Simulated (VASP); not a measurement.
# GaN (P6_3mc) in VASP: a series of runs, part 2 of 2

VASP 6.6.1.

### Step 5. Band structure, TB-mBJ, spin-orbit coupling, no magnetisation

POSCAR reads:

```
GaN
1.0
    3.1800000000      0.0000000000      0.0000000000
   -1.5900000000      2.7539607840      0.0000000000
    0.0000000000      0.0000000000      5.1660000000
Ga N
2 2
Direct
    0.6666666667      0.3333333333      0.5000000000
    0.3333333333      0.6666666667      0.0000000000
    0.6666666667      0.3333333333      0.8750000000
    0.3333333333      0.6666666667      0.3750000000
```

INCAR.step1 reads:

```
  PREC = Accurate
  ENCUT = 520
  EDIFF = 1E-5
  ISMEAR = 0
  SIGMA = 0.02
  LREAL = F
  LASPH = T
  NELM = 60
  ALGO = Normal
  ISIF = 2
  LWAVE = T
  LCHARG = F
  LNONCOLLINEAR = T
  MAGMOM = 0 0 0 0 0 0 0 0 0 0 0 0
  LORBIT = 11
  LSORBIT = T
  GGA_COMPAT = F
  GGA = PE
  KPAR = 2
```

INCAR.step2 reads:

```
  PREC = Accurate
  ENCUT = 520
  EDIFF = 1E-6
  ISMEAR = 0
  SIGMA = 0.02
  LREAL = F
  LASPH = T
  NELM = 60
  ALGO = Normal
  ISIF = 2
  LWAVE = F
  LCHARG = F
  LNONCOLLINEAR = T
  MAGMOM = 0 0 0 0 0 0 0 0 0 0 0 0
  LORBIT = 11
  LSORBIT = T
  GGA_COMPAT = F
  METAGGA = MBJ
  ISTART = 1
  KPAR = 2
```

KPOINTS reads:

```
regular mesh
0
Gamma
  8 8 4
```

KPOINTS_OPT reads:

```
path GMKGALHA,LM,KH
20
line-mode
reciprocal
 0.0000000000  0.0000000000  0.0000000000  G
 0.5000000000  0.0000000000  0.0000000000  M

 0.5000000000  0.0000000000  0.0000000000  M
 0.3333333333  0.3333333333  0.0000000000  K

 0.3333333333  0.3333333333  0.0000000000  K
 0.0000000000  0.0000000000  0.0000000000  G

 0.0000000000  0.0000000000  0.0000000000  G
 0.0000000000  0.0000000000  0.5000000000  A

 0.0000000000  0.0000000000  0.5000000000  A
 0.5000000000  0.0000000000  0.5000000000  L

 0.5000000000  0.0000000000  0.5000000000  L
 0.3333333333  0.3333333333  0.5000000000  H

 0.3333333333  0.3333333333  0.5000000000  H
 0.0000000000  0.0000000000  0.5000000000  A

 0.5000000000  0.0000000000  0.5000000000  L
 0.5000000000  0.0000000000  0.0000000000  M

 0.3333333333  0.3333333333  0.0000000000  K
 0.3333333333  0.3333333333  0.5000000000  H
```

Potentials or basis: VASP PAW PBE potentials, release 64 (Ga_d, N).

Launch:

```sh
cat potpaw_PBE.64/Ga_d/POTCAR potpaw_PBE.64/N/POTCAR > POTCAR
cp INCAR.step1 INCAR
mpirun -np 2 vasp_ncl > vasp.out
cp INCAR.step2 INCAR
mpirun -np 2 vasp_ncl > vasp.out
```

OUTCAR:

```text
PREC = Accurate
   ENCUT = 520
   EDIFF = 1E-6
   ISMEAR = 0
   LREAL = F
   LASPH = T
   NELM = 60
   ISIF = 2
   LNONCOLLINEAR = T
   LORBIT = 11
   LSORBIT = T
   METAGGA = MBJ
   ISTART = 1

 ion  position               nearest neighbor table
   1  0.667  0.333  0.500-   3 1.94   4 1.95   4 1.95   4 1.95
   2  0.333  0.667  0.000-   4 1.94   3 1.95   3 1.95   3 1.95
   3  0.667  0.333  0.875-   1 1.94   2 1.95   2 1.95   2 1.95
   4  0.333  0.667  0.375-   2 1.94   1 1.95   1 1.95   1 1.95

  LATTYP: Found a hexagonal cell.
 ALAT       =     3.1800000000
[... 1456 lines left out ...]
     0.0000000     0.0000000     0.0000000     0.0000000     0.0000000     0.0000000     0.0000000
     0.0000000     0.0000000     0.0000000     0.0000000     0.0000000     0.0000000     0.0000000
     0.0000000     0.0000000     0.0000000     0.0000000     0.0000000     0.0000000     0.0000000
     0.0000000     0.0000000     0.0000000     0.0000000     0.0000000     0.0000000     0.0000000
     0.0000000     0.0000000     0.0000000     0.0000000     0.0000000     0.0000000     0.0000000

 total charge

# of ion       s       p       d       tot
------------------------------------------
    1        0.634   0.694  10.199  11.526
    2        0.634   0.694  10.199  11.526
    3        1.298   2.587   0.000   3.884
    4        1.298   2.587   0.000   3.884
--------------------------------------------------
tot          3.863   6.561  20.397  30.821

 magnetization (x)

# of ion       s       p       d       tot
------------------------------------------
    1        0.000  -0.000   0.000  -0.000
    2       -0.000   0.000   0.000   0.000
    3       -0.000   0.000   0.000  -0.000
    4        0.000   0.000   0.000   0.000
--------------------------------------------------
tot         -0.000   0.000   0.000   0.000

 magnetization (y)

# of ion       s       p       d       tot
------------------------------------------
    1        0.000   0.000  -0.000  -0.000
    2        0.000   0.000   0.000   0.000
    3        0.000   0.000   0.000   0.000
    4        0.000   0.000   0.000   0.000
--------------------------------------------------
tot          0.000   0.000  -0.000  -0.000

 magnetization (z)

# of ion       s       p       d       tot
------------------------------------------
    1        0.000   0.000   0.000   0.000
    2        0.000   0.000   0.000   0.000
    3       -0.000  -0.000   0.000  -0.000
    4        0.000  -0.000   0.000  -0.000
--------------------------------------------------
tot         -0.000  -0.000   0.000  -0.000
```

OUTCAR.step1:

```text
PREC = Accurate
   ENCUT = 520
   EDIFF = 1E-5
   ISMEAR = 0
   LREAL = F
   LASPH = T
   NELM = 60
[... 1502 lines left out ...]
    1        0.000   0.000   0.000   0.000
    2        0.000   0.000   0.000   0.000
    3        0.000   0.000   0.000   0.000
    4        0.000  -0.000   0.000  -0.000
--------------------------------------------------
tot          0.000  -0.000   0.000  -0.000

 magnetization (z)

# of ion       s       p       d       tot
------------------------------------------
    1       -0.000   0.000  -0.000  -0.000
    2        0.000  -0.000   0.000  -0.000
    3        0.000  -0.000   0.000  -0.000
    4       -0.000  -0.000   0.000  -0.000
--------------------------------------------------
tot         -0.000  -0.000  -0.000  -0.000
```

OSZICAR.step1:

```text
N       E                     dE             d eps       ncg     rms          rms(c)
DAV:   1     0.390376330333E+03    0.39038E+03   -0.16766E+04  3852   0.306E+03
DAV:   2     0.501651789813E+02   -0.34021E+03   -0.32689E+03  3664   0.707E+02
DAV:   3    -0.222755696869E+02   -0.72441E+02   -0.70462E+02  4148   0.223E+02
DAV:   4    -0.281696863332E+02   -0.58941E+01   -0.58505E+01  4448   0.653E+01
DAV:   5    -0.283403486076E+02   -0.17066E+00   -0.17019E+00  4492   0.114E+01    0.110E+01
DAV:   6    -0.241432664830E+02    0.41971E+01   -0.14351E+01  6532   0.584E+01    0.297E+00
DAV:   7    -0.243160291857E+02   -0.17276E+00   -0.22757E+00  3872   0.121E+01    0.272E+00
DAV:   8    -0.243132740160E+02    0.27552E-02   -0.27232E-01  5004   0.931E+00    0.766E-01
DAV:   9    -0.242943465497E+02    0.18927E-01   -0.95457E-02  5468   0.569E+00    0.282E-01
DAV:  10    -0.242952558413E+02   -0.90929E-03   -0.88771E-03  4024   0.875E-01    0.104E-01
DAV:  11    -0.242953545426E+02   -0.98701E-04   -0.59314E-04  5040   0.438E-01    0.358E-02
DAV:  12    -0.242953747689E+02   -0.20226E-04   -0.14652E-04  4152   0.937E-02    0.256E-02
DAV:  13    -0.242953728026E+02    0.19662E-05   -0.11744E-05  2936   0.683E-02
   1 F= -.24295373E+02 E0= -.24295373E+02  d E =-.718363E-20  mag=    -0.0000    -0.0000     0.0000
```

Run time: 7.4 min. Hardware: 2 MPI ranks of Intel Xeon 6975P-C (Granite Rapids), shared host; peak memory 0.4 GiB.

What came out:

| Item | Value |
| --- | --- |
| Valence electrons inside the program's atomic spheres | Ga 11.53; N 3.88 |

Caveat: the PAW data sets were made with another functional, which shifts forces and pressure a little.

### Step 6. The runs side by side

```tsv
level	potentials or basis	further INCAR settings	pressure (GPa)	largest force (eV/Å)
PBE	VASP PAW PBE potentials, release 64 (Ga_d, N)	ALGO = Fast; EDIFF = 1e-06	7.3	0.13
LDA	VASP PAW LDA potentials, release 64 (Ga_d, N)	ALGO = Fast; EDIFF = 1e-06	-3.4	0.13
r2SCAN	VASP PAW PBE potentials, release 64 (Ga_d, N)	ALGO = Normal; EDIFF = 1e-06	2.2	0.14
TB-mBJ	VASP PAW PBE potentials, release 64 (Ga_d, N)	ALGO = Normal; EDIFF = 1e-06	-	-
```

Alike in all rows: task band structure; spin SOC, no magnetisation; cell as given; k mesh 8 × 8 × 4; cutoff (eV) 520; smearing gaussian 0.02 eV.

Caveats: the PAW data sets were made with another functional, which shifts forces and pressure a little (some runs).

Total energies depend on the potentials used, so only differences within one code and one set of settings carry meaning.
